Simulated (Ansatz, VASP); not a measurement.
# HgTe in two plane-wave programs, part 2 of 2

Aim: how closely do two programs agree when they are given the same cell, functional and k mesh? The cell is taken from a series of VASP runs on this material, whose earlier steps may have relaxed, scaled or displaced it; both programs get it as it stands.

VASP 6.6.1 and Ansatz 0.2.0.

So far: The structure; VASP: zone-centre phonons, PBEsol with D3(BJ); Ansatz: zone-centre phonons, PBEsol with D3(BJ); Side by side.

### Step 5. VASP: zone-centre phonons, r2SCAN

Level of this step: r2SCAN; plane waves and PAW (Hg, Te) (VASP).

Second derivatives magnify differences that forces hide, and they need a tight electronic threshold. The cell compared in this pair holds 71.15 Å³, against 66.66 Å³ for the pair before.

File INCAR:

```
SYSTEM = HgTe
PREC = Accurate
ENCUT = 450
EDIFF = 1E-08
NELM = 100
ISMEAR = 0
SIGMA = 0.05
LREAL = .FALSE.
ALGO = Normal
METAGGA = R2SCAN
LASPH = .TRUE.
NBANDS = 15
LORBIT = 11
LWAVE = .FALSE.
LCHARG = .FALSE.
KPAR = 4
IBRION = 6
NFREE = 2
POTIM = 0.015
NSW = 1
ISIF = 2
```

File POSCAR:

```
HgTe
1.0
    0.0000000000      3.2889064634      3.2889064634
    3.2889064634      0.0000000000      3.2889064634
    3.2889064634      3.2889064634      0.0000000000
Hg Te
1 1
Direct
    0.0000000000      0.0000000000      0.0000000000
    0.7500000000      0.7500000000      0.7500000000
```

File KPOINTS:

```
Automatic mesh
0
Gamma
10 10 10
0 0 0
```

Potentials, in the order of the species: Hg and Te (PBE family, release 64).

Command:

```bash
mpirun -np 4 vasp_std
```

Numbers of over 12 decimals in the logs are rounded to 6 here.

What it wrote:

```text
[banner, memory and clock lines left out]
running    4 mpi-ranks, on    1 nodes
[...]
[... a notice as in an earlier step ...]

 LDA part: xc-table for (None), standard interpolation
 POSCAR, INCAR and KPOINTS ok, starting setup
[...]
entering main loop
       N       E                     dE             d eps       ncg     rms          rms(c)
DAV:   1     0.232154435190E+02    0.23215E+02   -0.74509E+03  1410   0.932E+02
DAV:   2    -0.767116122099E+02   -0.99927E+02   -0.94188E+02  1606   0.228E+02
DAV:   3    -0.802780089009E+02   -0.35664E+01   -0.35564E+01  1683   0.458E+01
DAV:   4    -0.803048766279E+02   -0.26868E-01   -0.26866E-01  2098   0.370E+00
[...]
DAV:  16    -0.751642558996E+02   -0.16704E-07   -0.64217E-09   908   0.101E-03    0.643E-04
DAV:  17    -0.751642559129E+02   -0.13347E-07   -0.15475E-09   859   0.555E-04    0.240E-04
DAV:  18    -0.751642559158E+02   -0.29406E-08   -0.42580E-10   761   0.158E-04
   1 F= -.75164256E+02 E0= -.75164217E+02  d E =-.782867E-04
[... from here on, the cycles between the ionic steps are left out ...]
   2 F= -.75163927E+02 E0= -.75163888E+02  d E =-.774199E-04
   3 F= -.75163927E+02 E0= -.75163888E+02  d E =-.774200E-04
   4 F= -.75163928E+02 E0= -.75163889E+02  d E =-.774267E-04
   5 F= -.75163928E+02 E0= -.75163889E+02  d E =-.774220E-04
 Finite differences progress:
  Degree of freedom:   2/  2
  Displacement:        2/  2
  Total:               4/  4
```

OUTCAR, selected parts (step 5):

```text
  Total       -0.0012107      0.0001286      0.0001286      0.0000000     -0.0618486      0.0000000
  in kB       -0.0272624      0.0028949      0.0028949      0.0000000     -1.3926938      0.0000000
  external PRESSURE =      -0.0071575 kB  Pullay stress =       0.0000000 kB

 POSITION                                       TOTAL-FORCE (eV/Angst)
 -----------------------------------------------------------------------------------
      0.00000      0.00000      0.00000        -0.043815      0.000000      0.000000
      4.91836      4.93336      4.93336         0.043815      0.000000      0.000000
 -----------------------------------------------------------------------------------
    total drift:                               -0.000036      0.000001      0.000001

  FREE ENERGIE OF THE ION-ELECTRON SYSTEM (eV)
  ---------------------------------------------------
  free  energy   TOTEN  =       -75.1639279398 eV

  energy  without entropy=      -75.1638505178  energy(sigma->0) =      -75.16388923

[... 1 part as in an earlier step ...]

[... 2 further parts left out ...]
[key lines of the parts left out:]
E-fermi :   2.3374
```

### Step 6. Ansatz: zone-centre phonons, r2SCAN

The same cell, functional, mesh and smearing now go to Ansatz, which takes its cutoff from its data sets.

The cell is taken from a series of VASP runs on this material, whose earlier steps may have relaxed, scaled or displaced it; both programs get it as it stands.

File input.yaml:

```yaml
crystal:
  lattice:
    - [0.0, 3.2889064634, 3.2889064634]
    - [3.2889064634, 0.0, 3.2889064634]
    - [3.2889064634, 3.2889064634, 0.0]
  atoms:
    - { symbol: Hg, position: [0.0, 0.0, 0.0] }
    - { symbol: Te, position: [0.75, 0.75, 0.75] }
hamiltonian:
  xc: r2scan
  pseudopotentials: { kind: paw }
kpoints:
  mp_grid: { grid: [10, 10, 10] }
scf:
  occupations: { method: gaussian, width: 0.05 }
phonons:
  method: dfpt
  qpoints: [[0, 0, 0]]
```

Command:

```bash
ansatz run input.yaml --threads 4 --pin off --max-ram 9216MiB --backend cpu --events-out ev --progress --plain --runs-dir out
```

What it wrote:

```text
[...]
Crystal: 2 atoms, lattice volume = 71.152 Å³
Basis set: ecut = 500 eV, 1807 PW (Γ), exchange–correlation on 180×180×180 points (125 copies of the dense FFT grid, shifted against one another)
Bands: 22, of which v1, the nominal top of the filled ones, is band 18 counted from 1 (17 counted from 0)
Symmetry: 24 space group operations
k-points: 171 of 1000 (irreducible under 4 space group operations, time reversal used)
[...]
k-point 2: bands = [... 14 lower, 0.8155, 5.0109, 7.3133, 7.3133, 8.7192, 12.4894, 12.8214, 12.8214]
  k-point 170: bands = [... 14 lower, 1.3305, 2.4029, 5.0459, 5.6099, 10.7684, 12.5874, 13.3046, 14.7090]
[...]
ASR residual: 1.234e-4 → 0.000e0 eV/Å²; symmetrization residual: 4.244e-5 eV/Å²
  ASR residual per site (eV/Å²): 7.33e-5 1.23e-4
  Γ frequencies (cm⁻¹): 0.00 0.00 0.00 99.87 99.87 99.87
[...]
--- Phonons (arbitrary-q DFPT): 1 explicit q-point ---
[...]
[key lines of the parts left out:]
SCF converged after 8 iterations
Free energy (F): -20823.043998 eV
Fermi energy:    7.685450 eV
```

It took 89 s on 4 threads of Arm Neoverse V1, shared host; peak memory 2.2 GiB.

### Step 7. Differences

What differs besides the data sets and the points named for the pairs above, as far as they apply: VASP keeps PBE cores, Ansatz makes them for the functional; the cutoff is 500 eV in Ansatz and 450 eV in VASP. Total energies have different zeros and are not compared.

The two programs side by side:

| quantity | Ansatz | VASP | difference |
| --- | --- | --- | --- |
| optical mode 1 to 3 (cm⁻¹) | 99.9 | 100.7 | -0.81 % |

Modes are paired by rising frequency and degeneracy, not by their patterns, so a pair may still set unlike modes beside each other.

### Step 8. Results

```
r.m.s. difference of the optical zone-centre modes, each program's sorted by frequency (zone-centre phonons, PBEsol with D3(BJ)) : 1.9 cm⁻¹
difference in optical mode 1 to 3 (zone-centre phonons, PBEsol with D3(BJ))                                                      : -1.6 %
r.m.s. difference of the optical zone-centre modes, each program's sorted by frequency (zone-centre phonons, r2SCAN)             : 0.82 cm⁻¹
difference in optical mode 1 to 3 (zone-centre phonons, r2SCAN)                                                                  : -0.8 %
```

What this shows: The r.m.s. difference of the optical zone-centre modes, each program's sorted by frequency is 1.9 cm⁻¹ (zone-centre phonons, PBEsol with D3(BJ)). Among the rows given in per cent, the largest difference of the zone-centre phonons, PBEsol with D3(BJ) pair is in optical mode 1 to 3, -1.6 %. Among the rows given in per cent, the largest difference of the zone-centre phonons, r2SCAN pair is in optical mode 1 to 3, -0.8 %. How closely two codes agree says nothing of how well the functional describes the real material.

[Lines on the potential files, build, host, timing and source positions are cut from VASP's logs without a mark.]

[Logs are printed without paths, hosts, clocks, repeated set-up lines and the standing remarks that a program may print on its own settings, such as how far it seeks lower states.]

[Hosts, paths, dates, database ids (printed as entryN), source tags and the programs' standing remarks are cut or masked in the printed files.]
